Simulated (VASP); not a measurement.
Here is a VASP 6.6.1 calculation.

File POSCAR:

```
TiS2
1.0
    3.4106015668      0.0000000000      0.0000000000
   -1.7053007834      2.9536675990      0.0000000000
    0.0000000000      0.0000000000      5.7387203108
Ti S
1 2
Direct
    0.0000000000      0.0000000000      0.0000000000
    0.3333333333      0.6666666667      0.2449123130
    0.6666666667      0.3333333333      0.7550876870
```

Contents of INCAR.step1:

```
SYSTEM = TiS2
ALGO = Normal ; EDIFF = 1E-5
ENCUT = 520 ; GGA = PE
ISIF = 2 ; ISMEAR = -1
LASPH = .TRUE. ; LCHARG = .FALSE.
LREAL = .FALSE. ; LWAVE = .TRUE.
NBANDS = 19 ; NELM = 100
PREC = Accurate ; SIGMA = 0.02
```

File INCAR.step2:

```
SYSTEM = TiS2
ALGO = Normal ; EDIFF = 1E-7
ENCUT = 520 ; GGA = PE
HFSCREEN = 0.2079 ; ISIF = 2
ISMEAR = -1 ; ISTART = 1
LASPH = .TRUE. ; LCHARG = .FALSE.
LHFCALC = .TRUE. ; LREAL = .FALSE.
LWAVE = .FALSE. ; NBANDS = 19
NELM = 100 ; PREC = Accurate
PRECFOCK = Normal ; SIGMA = 0.02
```

File KPOINTS:

```
k-points
0
G
  6 6 2
  0 0 0
```

Potentials or basis: VASP PAW PBE potentials, release 64 (Ti_sv, S).

Launch:

```console
$ cat potpaw_PBE.64/Ti_sv/POTCAR potpaw_PBE.64/S/POTCAR > POTCAR
$ cp INCAR.step1 INCAR
$ mpirun -np 1 vasp_std > vasp.out
$ cp INCAR.step2 INCAR
$ mpirun -np 1 vasp_std > vasp.out
```

Q: Estimate the largest force.

A: 0.253 eV/Å.

Q: What does it give for the pressure?

A: -0.1 GPa.

Forces on the atoms (eV/Å):
```
Ti   0.000  0.000  0.000
S    0.000  0.000 -0.253
S    0.000  0.000  0.253
```

Caveat: the k mesh is coarse (spacing up to 0.55 Å⁻¹), so the values aren't converged, least of all with exact exchange; the PAW data sets were made with another functional, which shifts forces and pressure a little; this functional lacks dispersion, which binds the layers, so the pressure and a relaxed spacing across them are unreliable.
